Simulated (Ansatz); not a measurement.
Cell and atoms are relaxed with the symmetry kept. Start:

```xyz
4
Lattice="1.6364 0.9448 5.2801 -1.6364 0.9448 5.2801 0.0000 -1.8896 5.2801" Properties=species:S:1:pos:R:3 pbc="T T T"
Co    0.0000    0.0000   15.8320
Co    0.0000    0.0000    7.9119
O     0.0000    0.0000    5.9482
O     0.0000    0.0000   13.8683
```

Method: DFT PBE+U, scalar-relativistic, plane waves, PAW in Ansatz 0.2.0.

Plane waves to 420 eV, a k mesh through Γ of 12×12×12 on the computed 4-atom cell and Gaussian smearing (0.02 eV); U_eff Co 3.32 eV on the d shells (Löwdin-orthogonalised atomic orbitals); collinear spin from starting moments -2.64 2.64 0 0 μB.

**Question.** What does it relax to?

**Answer.** The volume doesn't move by more than 0.01 Å³/atom to 12.25 Å³/atom, and the energy changes by under 0.1 meV/atom. The cell ends with a moment of 0.00 μB (only this magnetic start was tried). Final structure:
```
Co O
1.0
     1.63663    0.94491    5.28043
    -1.63663    0.94491    5.28043
     0.00000   -1.88982    5.28043
Co O
2 2
Direct
  0.99948 0.99948 0.99948
  0.49949 0.49949 0.49949
  0.37551 0.37551 0.37551
  0.87551 0.87551 0.87551
```

Course of the relaxation (steps run on the plane waves of an earlier cell, and the basis is chosen afresh near the end, so energy and pressure can step there; trial steps that raised the energy were taken back; energies are free energies):

| step | largest force component (eV/Å) | P (GPa) | V (Å³/atom) |
| --- | --- | --- | --- |
| 1 | 0.001 | 0.08 | 12.24 |
| 2 | 0.001 | 0.04 | 12.25 |
| 3 | 0.001 | 0.04 | 12.25 |

The state reached may not be the lowest one.